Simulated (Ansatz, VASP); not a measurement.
**C in VASP and in Ansatz**

```
C
1.0
     0.00000    1.78337    1.78337
     1.78337    0.00000    1.78337
     1.78337    1.78337    0.00000
C
2
Direct
  0.75000 0.75000 0.75000
  0.50000 0.50000 0.50000
```

This isn't the form of C at room conditions, which is graphite.

Alike in both runs: task single point; functional PBE; k mesh 13 × 13 × 13; occupations gaussian, width 0.027 eV; no spin polarisation.

|  | VASP | Ansatz |
| --- | --- | --- |
| version | VASP 6.6.1 | Ansatz 0.2.0 |
| potentials or method | VASP PAW PBE potentials, release 64 (C) | Ansatz PAW |
| plane-wave cutoff (eV) | 520 | 420 |
| valence electrons in the cell | 8 | 8 |

Ansatz gave:

```
gap on the k mesh at the Fermi level (eV) : 4.15
least direct gap on the mesh (eV)         : 5.59
pressure (GPa)                            : 1.8
```

Q: What did VASP give for the same quantities?

A: gap on the k mesh at the Fermi level (eV): 4.14; least direct gap on the mesh (eV): 5.59; pressure (GPa): 2.5.

Caveats: an odd mesh through Γ misses points on the zone boundary, where band edges often lie (VASP); odd divisions of the mesh miss points on the zone boundary, where band edges often lie, so the gap on the mesh can be too wide (Ansatz); the pressure holds a Pulay correction of +1.0 GPa for the finite cutoff (Ansatz).
